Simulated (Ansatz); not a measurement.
# Mg (Fm-3m) in Ansatz: further runs

The runs below take Mg through single point, equation of state, with PBE.

Everything below comes from runs of Ansatz 0.2.0. Logs are shortened: lines on timing, memory, paths and dates and some standing lists are left out, and cuts for length are marked.

### 1 Starting point

The structure is cubic, space group Fm-3m (No. 225). The conventional cell has a = 4.489 Å, b = 4.489 Å, c = 4.489 Å, α = 90.00°, β = 90.00°, γ = 90.00°. Mg (site symmetry m-3m) is surrounded by 12 Mg at 3.17 Å.

This isn't the form of Mg at room conditions, which is hcp.

### 2 Single point, PBE, 21.25 Å³/atom (volume scaled by 0.94)

input.yaml

```yaml
crystal:
  lattice:
    - [0.0, 2.198442002, 2.198442002]
    - [2.198442002, 0.0, 2.198442002]
    - [2.198442002, 2.198442002, 0.0]
  atoms:
    - { symbol: Mg, position: [0.0, 0.0, 0.0] }
kpoints:
  mp_grid: { grid: [10, 10, 10] }
scf:
  occupations: { method: fermi_dirac, width: 0.05 }
hamiltonian:
  xc: pbe
  pseudopotentials: { kind: all_electron, lapw: { basis_error: 0.0005 } }
output:
  forces: true
  stress: true
  eigenvalues: true
```

Potentials or basis: all-electron LAPW, scalar-relativistic.

Started as:

```bash
$ ansatz run input.yaml --threads 1 --pin off --max-ram 2560MiB --backend cpu --events-out ev --progress --plain --runs-dir out
```

Log:

```text
Warning: RAYON_NUM_THREADS=1 ignored (pool sized by the plan → 1); use --threads N
LAPW: plane waves up to 5.762 Å⁻¹, error target 5.0e-4 eV per atom; small_component_spin mean_spin; Mg in spheres of 1.555 Å, 10 of its electrons in bands, Dirac shells [] (how accurate: hamiltonian.pseudopotentials.lapw.basis_error, Limitations)
Engine: ansatz 0.2.0, x86_64-unknown-linux-gnu
Pseudopotentials: kind: all_electron
Pseudopotential: Mg, LAPW, valence charge 10, lapw/all_electron/scalar/gaussian/Mg, Koelling and Harmon's equation, gaussian nucleus
Functional definition: PBE
  parameter kappa = 0.804
  parameter beta = 0.06672455060314922
  exchange = pbe_x(kappa = kappa, mu = beta*pi^2/3)
  correlation = pbe_c(beta = beta)
Crystal: 1 atoms, lattice volume = 21.251 Å³
Basis set: ecut = 126.49478838298697 eV, 65 PW (Γ), exchange–correlation at level 2
Bands: 9, of which v1, the nominal top of the filled ones, is band 5 counted from 1 (4 counted from 0)
Symmetry: 48 space group operations
Space group: Fm-3m (ITA 225), of the structure as read, at distance tolerance 2.8e-5 Å
k-points: 47 of 1000
Non-local potential: Mg, projectors of the file, none
Initial density: superposition of atomic densities (chi_scale 0.1, normalization cell)
Initial wavefunctions: plane waves of lowest kinetic energy (no species holds an atomic orbital)
Functional: x = pbe(κ = 0.804, μ = 0.2195149727645171), c = pbe(β = 0.06672455060314922)
iter 1 solved again at ethr=8.91e-5 eV; its pass at ethr=1.00e-1 eV (dr2=8.91e-3 eV) is discarded
SCF iter   1: F=—  HF=-5451.366405 eV  |F-HF|=—  |Δ(HF+E_count)|=         —  Δρ=7.26e-3  dr2=8.89e-3  ethr=8.91e-5  ⟨swp⟩=3.5  Hψ=3390  notcnv=0
preconditioner: auto → none  [metal: Δε(μ)=0.099 eV  Ē_g=10.396 eV  σ=0.050 eV  W_gap=0.45  n_scr=0 (ndim 8)  ℏωp=11.4 eV  f_vac=0.000  D(μ)=0.51/eV (n_scr^D=0)]
SCF iter   2: F=—  HF=-5451.360330 eV  |F-HF|=—  |Δ(HF+E_count)|=   6.07e-3  Δρ=3.53e-3  dr2=2.03e-3  ethr=8.89e-5  ⟨swp⟩=2.0  Hψ=1200  notcnv=0
iter 3 solved again at ethr=3.06e-8 eV; its pass at ethr=2.03e-5 eV (dr2=3.06e-6 eV) is discarded
SCF iter   3: F=—  HF=-5451.358953 eV  |F-HF|=—  |Δ(HF+E_count)|=   1.38e-3  Δρ=1.36e-4  dr2=3.07e-6  ethr=3.06e-8  ⟨swp⟩=2.5  Hψ=2079  notcnv=0
SCF iter   4: F=—  HF=-5451.358919 eV  |F-HF|=—  |Δ(HF+E_count)|=   3.41e-5  Δρ=5.94e-5  dr2=8.06e-7  ethr=3.06e-8  ⟨swp⟩=2.0  Hψ=1200  notcnv=0
SCF iter   5: F=-5451.358919 eV  HF=-5451.358919 eV  |F-HF|=3.30e-9  |Δ(HF+E_count)|=   3.42e-7  Δρ=3.22e-6  dr2=1.48e-9  ethr=8.06e-9  ⟨swp⟩=2.0  Hψ=1200  notcnv=0
SCF 1 converged in 5 iterations: F = -5451.358919 eV  dr2 = 1.48e-9
SCF converged after 5 iterations
Free energy (F): -5451.358919 eV
Harris-Foulkes:  -5451.358919 eV  (|F-HF|=3.30e-9)
Internal energy: -5451.354950 eV  (E = F + TS)
E sigma→0 (E₀):  -5451.356934 eV
Entropy (-TS):   -0.003969 eV (-3.969 meV/atom)
Fermi energy:    6.093220 eV
--- Per-component energies (eV) ---
  E_band       = -353.069300
  E_kinetic    = 5460.075814
  E_xc         = -447.939283
  E_electrostatic = -10463.491481  (all electrons and nuclei)
  E_smearing   = -0.003969  (= −TS)
  E_closure    = 0.000000  (closes the sum)
  E_atoms      = -5449.889430  (free atoms, spherical and without spin; not in F)
  Σ components = -5451.358919   (vs F -5451.358919, Δ=0.00e0)
  Basis errors (estimates in eV, not in F): energy 1.2e-4 per atom: plane waves 1.1e-4 (5.7e-5 summed), levels above the bands 6.9e-93, relativity 5.8e-10, radial functions 3.6e-6, core shells 1.5e-16; eigenvalues (radial functions only) 2.0e-5; not estimated: angular momenta, meshes, grids; target (lapw.basis_error) 5.0e-4; muffin-tin radii Mg 1.555 Å
--- Forces (eV/Å), atoms counted from 1 ---
  atom   1  Mg    -0.00000000    -0.00000000    -0.00000000
  max |Σ_I F_I| component: 1.75e-32 eV/Å
--- Stress (GPa, compression-positive) ---
        3.482474      -0.000000      -0.000000
       -0.000000       3.482474      -0.000000
       -0.000000      -0.000000       3.482474
  P = ⅓ Tr σ = 3.4825 GPa (34.825 kbar)
--- Band table (eV; the first three rows and the last of 47) ---
  k-point 0: bands = ["-69.8609", "-36.5951", "-36.5951", "-36.5951", "-1.2420", "18.8607", "18.8607", "18.8607", "21.2215"]
  k-point 1: bands = ["-69.8605", "-36.5992", "-36.5956", "-36.5956", "-1.0071", "16.1811", "18.4689", "18.4689", "20.9257"]
  k-point 2: bands = ["-69.8595", "-36.6100", "-36.5972", "-36.5972", "-0.3069", "12.7969", "17.9273", "17.9273", "20.3839"]
  k-point 46: bands = ["-69.8553", "-36.6275", "-36.6198", "-36.6115", "6.8826", "7.7986", "8.2700", "10.3019", "19.6734"]
```

It took 1.9 s on 1 thread of AMD EPYC 7R43 (Zen 3), shared host; peak memory 0.28 GiB.

Results:

```yaml
Free_energy: -5451.3589 eV
Pressure: 3.5 GPa
Band_gap_on_the_k_mesh: none (metal or under the smearing width)
```

### 3 Single point, PBE, 21.70 Å³/atom (volume scaled by 0.96)

input.yaml: that of step 2 with these lines changed.

```diff
@@ -2,5 +2,5 @@
   lattice:
-    - [0.0, 2.198442002, 2.198442002]
-    - [2.198442002, 0.0, 2.198442002]
-    - [2.198442002, 2.198442002, 0.0]
+    - [0.0, 2.213924498, 2.213924498]
+    - [2.213924498, 0.0, 2.213924498]
+    - [2.213924498, 2.213924498, 0.0]
   atoms:
```

Potentials or basis: all-electron LAPW, scalar-relativistic.

Started as:

```bash
$ ansatz run input.yaml --threads 1 --pin off --max-ram 2560MiB --backend cpu --events-out ev --progress --plain --runs-dir out
```

Wall time 1.9 s (1 thread of AMD EPYC 7R43 (Zen 3), shared host); peak memory 0.28 GiB.

It converged, with:

```
Free energy            : -5451.3673 eV
Pressure               : 2.5 GPa
Band gap on the k mesh : none (metal or under the smearing width)
```

### 4 Single point, PBE, 22.16 Å³/atom (volume scaled by 0.98)

input.yaml: that of step 3 with these lines changed.

```diff
@@ -2,5 +2,5 @@
   lattice:
-    - [0.0, 2.213924498, 2.213924498]
-    - [2.213924498, 0.0, 2.213924498]
-    - [2.213924498, 2.213924498, 0.0]
+    - [0.0, 2.2291934254, 2.2291934254]
+    - [2.2291934254, 0.0, 2.2291934254]
+    - [2.2291934254, 2.2291934254, 0.0]
   atoms:
```

Started as:

```bash
$ ansatz run input.yaml --threads 1 --pin off --max-ram 2560MiB --backend cpu --events-out ev --progress --plain --runs-dir out
```

Wall time 2.9 s (1 thread of AMD EPYC 7R43 (Zen 3), shared host); peak memory 0.29 GiB.

It converged, with:

```yaml
Free_energy: -5451.3731 eV
Pressure: 1.6 GPa
Band_gap_on_the_k_mesh: none (metal or under the smearing width)
```

### 5 Single point, PBE, 22.61 Å³/atom

input.yaml: that of step 4 with these lines changed.

```diff
@@ -2,5 +2,5 @@
   lattice:
-    - [0.0, 2.2291934254, 2.2291934254]
-    - [2.2291934254, 0.0, 2.2291934254]
-    - [2.2291934254, 2.2291934254, 0.0]
+    - [0.0, 2.244256, 2.244256]
+    - [2.244256, 0.0, 2.244256]
+    - [2.244256, 2.244256, 0.0]
   atoms:
```

Started as:

```bash
$ ansatz run input.yaml --threads 1 --pin off --max-ram 2560MiB --backend cpu --events-out ev --progress --plain --runs-dir out
```

Run time: 2.3 s. Hardware: 1 thread of AMD EPYC 7R43 (Zen 3), shared host; peak memory 0.29 GiB.

The run converged. Its results:

```yaml
Free_energy: -5451.3764 eV
Pressure: 0.8 GPa
Band_gap_on_the_k_mesh: none (metal or under the smearing width)
```

### 6 Single point, PBE, 23.06 Å³/atom (volume scaled by 1.02)

input.yaml: that of step 5 with these lines changed.

```diff
@@ -2,5 +2,5 @@
   lattice:
-    - [0.0, 2.244256, 2.244256]
-    - [2.244256, 0.0, 2.244256]
-    - [2.244256, 2.244256, 0.0]
+    - [0.0, 2.2591190557, 2.2591190557]
+    - [2.2591190557, 0.0, 2.2591190557]
+    - [2.2591190557, 2.2591190557, 0.0]
   atoms:
```

Potentials or basis: all-electron LAPW, scalar-relativistic.

Started as:

```bash
$ ansatz run input.yaml --threads 1 --pin off --max-ram 2560MiB --backend cpu --events-out ev --progress --plain --runs-dir out
```

Run time: 1.9 s. Hardware: 1 thread of AMD EPYC 7R43 (Zen 3), shared host; peak memory 0.28 GiB.

It converged, with:

```
Free energy            : -5451.3776 eV
Pressure               : 0.0 GPa
Band gap on the k mesh : none (metal or under the smearing width)
```

### 7 Single point, PBE, 23.51 Å³/atom (volume scaled by 1.04)

input.yaml: that of step 6 with these lines changed.

```diff
@@ -2,5 +2,5 @@
   lattice:
-    - [0.0, 2.2591190557, 2.2591190557]
-    - [2.2591190557, 0.0, 2.2591190557]
-    - [2.2591190557, 2.2591190557, 0.0]
+    - [0.0, 2.273789071, 2.273789071]
+    - [2.273789071, 0.0, 2.273789071]
+    - [2.273789071, 2.273789071, 0.0]
   atoms:
```

Started as:

```bash
$ ansatz run input.yaml --threads 1 --pin off --max-ram 2560MiB --backend cpu --events-out ev --progress --plain --runs-dir out
```

It took 1.8 s on 1 thread of AMD EPYC 7R43 (Zen 3), shared host; peak memory 0.28 GiB.

It converged, with:

```yaml
Free_energy: -5451.3767 eV
Pressure: -0.6 GPa
Band_gap_on_the_k_mesh: none (metal or under the smearing width)
```

### 8 Single point, PBE, 23.96 Å³/atom (volume scaled by 1.06)

input.yaml: that of step 7 with these lines changed.

```diff
@@ -2,5 +2,5 @@
   lattice:
-    - [0.0, 2.273789071, 2.273789071]
-    - [2.273789071, 0.0, 2.273789071]
-    - [2.273789071, 2.273789071, 0.0]
+    - [0.0, 2.2882721944, 2.2882721944]
+    - [2.2882721944, 0.0, 2.2882721944]
+    - [2.2882721944, 2.2882721944, 0.0]
   atoms:
```

Started as:

```bash
$ ansatz run input.yaml --threads 1 --pin off --max-ram 2560MiB --backend cpu --events-out ev --progress --plain --runs-dir out
```

Run time: 1.7 s. Hardware: 1 thread of AMD EPYC 7R43 (Zen 3), shared host; peak memory 0.28 GiB.

Results (log left out):

```yaml
Free_energy: -5451.3741 eV
Pressure: -1.2 GPa
Band_gap_on_the_k_mesh: none (metal or under the smearing width)
```

### 9 Single point, PBE, 21.25 Å³/atom (volume scaled by 0.94)

input.yaml

```yaml
crystal:
  lattice:
    - [0.0, 2.198442002, 2.198442002]
    - [2.198442002, 0.0, 2.198442002]
    - [2.198442002, 2.198442002, 0.0]
  atoms:
    - { symbol: Mg, position: [0.0, 0.0, 0.0] }
kpoints:
  mp_grid: { grid: [10, 10, 10] }
scf:
  occupations: { method: cold, width: 0.025 }
hamiltonian:
  xc: pbe
  pseudopotentials:
    kind: all_electron
    lapw: { basis_error: 0.001 }
    relativity: none
output:
  forces: true
  stress: true
  eigenvalues: true
```

Potentials or basis: all-electron LAPW, non-relativistic.

Started as:

```bash
$ ansatz run input.yaml --threads 1 --pin off --max-ram 2560MiB --backend cpu --events-out ev --progress --plain --runs-dir out
```

Run time: 1.1 s. Hardware: 1 thread of Intel Xeon Platinum 8375C at 2.90GHz (Ice Lake), shared host; peak memory 0.22 GiB.

It converged, with:

* Free energy: -5442.5362 eV
* Pressure: 3.6 GPa
* Band gap on the k mesh: none (metal or under the smearing width)

### 10 Single point, PBE, 21.70 Å³/atom (volume scaled by 0.96)

input.yaml: that of step 9 with these lines changed.

```diff
@@ -2,5 +2,5 @@
   lattice:
-    - [0.0, 2.198442002, 2.198442002]
-    - [2.198442002, 0.0, 2.198442002]
-    - [2.198442002, 2.198442002, 0.0]
+    - [0.0, 2.213924498, 2.213924498]
+    - [2.213924498, 0.0, 2.213924498]
+    - [2.213924498, 2.213924498, 0.0]
   atoms:
```

Started as:

```bash
$ ansatz run input.yaml --threads 1 --pin off --max-ram 2560MiB --backend cpu --events-out ev --progress --plain --runs-dir out
```

It took 1.1 s on 1 thread of Intel Xeon Platinum 8375C at 2.90GHz (Ice Lake), shared host; peak memory 0.24 GiB.

The run converged. Its results:

```
Free energy            : -5442.5449 eV
Pressure               : 2.6 GPa
Band gap on the k mesh : none (metal or under the smearing width)
```

### 11 Single point, PBE, 22.16 Å³/atom (volume scaled by 0.98)

input.yaml: that of step 10 with these lines changed.

```diff
@@ -2,5 +2,5 @@
   lattice:
-    - [0.0, 2.213924498, 2.213924498]
-    - [2.213924498, 0.0, 2.213924498]
-    - [2.213924498, 2.213924498, 0.0]
+    - [0.0, 2.2291934254, 2.2291934254]
+    - [2.2291934254, 0.0, 2.2291934254]
+    - [2.2291934254, 2.2291934254, 0.0]
   atoms:
```

Started as:

```bash
$ ansatz run input.yaml --threads 1 --pin off --max-ram 2560MiB --backend cpu --events-out ev --progress --plain --runs-dir out
```

Run time: 1.1 s. Hardware: 1 thread of Intel Xeon Platinum 8375C at 2.90GHz (Ice Lake), shared host; peak memory 0.24 GiB.

Results (log left out):

```
Free energy            : -5442.5509 eV
Pressure               : 1.7 GPa
Band gap on the k mesh : none (metal or under the smearing width)
```

### 12 Single point, PBE, 22.61 Å³/atom

input.yaml: that of step 11 with these lines changed.

```diff
@@ -2,5 +2,5 @@
   lattice:
-    - [0.0, 2.2291934254, 2.2291934254]
-    - [2.2291934254, 0.0, 2.2291934254]
-    - [2.2291934254, 2.2291934254, 0.0]
+    - [0.0, 2.244256, 2.244256]
+    - [2.244256, 0.0, 2.244256]
+    - [2.244256, 2.244256, 0.0]
   atoms:
```

Potentials or basis: all-electron LAPW, non-relativistic.

Started as:

```bash
$ ansatz run input.yaml --threads 1 --pin off --max-ram 2560MiB --backend cpu --events-out ev --progress --plain --runs-dir out
```

Wall time 1.1 s (1 thread of Intel Xeon Platinum 8375C at 2.90GHz (Ice Lake), shared host); peak memory 0.24 GiB.

The run converged. Its results:

```yaml
Free_energy: -5442.5544 eV
Pressure: 0.9 GPa
Band_gap_on_the_k_mesh: none (metal or under the smearing width)
```

### 13 Single point, PBE, 23.06 Å³/atom (volume scaled by 1.02)

input.yaml: that of step 12 with these lines changed.

```diff
@@ -2,5 +2,5 @@
   lattice:
-    - [0.0, 2.244256, 2.244256]
-    - [2.244256, 0.0, 2.244256]
-    - [2.244256, 2.244256, 0.0]
+    - [0.0, 2.2591190557, 2.2591190557]
+    - [2.2591190557, 0.0, 2.2591190557]
+    - [2.2591190557, 2.2591190557, 0.0]
   atoms:
```

Started as:

```bash
$ ansatz run input.yaml --threads 1 --pin off --max-ram 2560MiB --backend cpu --events-out ev --progress --plain --runs-dir out
```

Wall time 1.1 s (1 thread of Intel Xeon Platinum 8375C at 2.90GHz (Ice Lake), shared host); peak memory 0.22 GiB.

The run converged. Its results:

| Quantity | Value |
| --- | --- |
| Free energy | -5442.5558 eV |
| Pressure | 0.1 GPa |
| Band gap on the k mesh | none (metal or under the smearing width) |

### 14 Single point, PBE, 23.51 Å³/atom (volume scaled by 1.04)

input.yaml: that of step 13 with these lines changed.

```diff
@@ -2,5 +2,5 @@
   lattice:
-    - [0.0, 2.2591190557, 2.2591190557]
-    - [2.2591190557, 0.0, 2.2591190557]
-    - [2.2591190557, 2.2591190557, 0.0]
+    - [0.0, 2.273789071, 2.273789071]
+    - [2.273789071, 0.0, 2.273789071]
+    - [2.273789071, 2.273789071, 0.0]
   atoms:
```

Started as:

```bash
$ ansatz run input.yaml --threads 1 --pin off --max-ram 2560MiB --backend cpu --events-out ev --progress --plain --runs-dir out
```

Wall time 1.2 s (1 thread of Intel Xeon Platinum 8375C at 2.90GHz (Ice Lake), shared host); peak memory 0.23 GiB.

It converged, with:

* Free energy: -5442.5551 eV
* Pressure: -0.6 GPa
* Band gap on the k mesh: none (metal or under the smearing width)

### 15 Single point, PBE, 23.96 Å³/atom (volume scaled by 1.06)

input.yaml: that of step 14 with these lines changed.

```diff
@@ -2,5 +2,5 @@
   lattice:
-    - [0.0, 2.273789071, 2.273789071]
-    - [2.273789071, 0.0, 2.273789071]
-    - [2.273789071, 2.273789071, 0.0]
+    - [0.0, 2.2882721944, 2.2882721944]
+    - [2.2882721944, 0.0, 2.2882721944]
+    - [2.2882721944, 2.2882721944, 0.0]
   atoms:
```

Potentials or basis: all-electron LAPW, non-relativistic.

Started as:

```bash
$ ansatz run input.yaml --threads 1 --pin off --max-ram 2560MiB --backend cpu --events-out ev --progress --plain --runs-dir out
```

Run time: 1.1 s. Hardware: 1 thread of Intel Xeon Platinum 8375C at 2.90GHz (Ice Lake), shared host; peak memory 0.24 GiB.

The run converged. Its results:

- Free energy: -5442.5525 eV
- Pressure: -1.2 GPa
- Band gap on the k mesh: none (metal or under the smearing width)

### 16 Equation of state, PBE

Potentials or basis: all-electron LAPW, non-relativistic.

This step only gathers the single runs of the series.

Results:

* Equilibrium volume: 23.12 Å³/atom
* Bulk modulus: 36 GPa
* Pressure derivative of the bulk modulus: 3.6

Energy against volume, from the lowest point:
```csv
volume (Å³/atom),energy (meV/atom)
21.251,19.57
21.703,10.90
22.155,4.90
22.607,1.33
23.059,0.00
23.512,0.70
23.964,3.24
```

### 17 For comparison

An earlier run on the cell as given: functional PBE; potentials or basis all-electron LAPW, scalar-relativistic; cutoff 106 eV (chosen from the basis error); basis error allowed 0.001 eV/atom; k mesh 10 × 10 × 10; occupations fermi-dirac, width 0.05 eV; no spin polarisation.

- Pressure: 0.8 GPa
- Band gap on the k mesh: none (metal or under the smearing width)
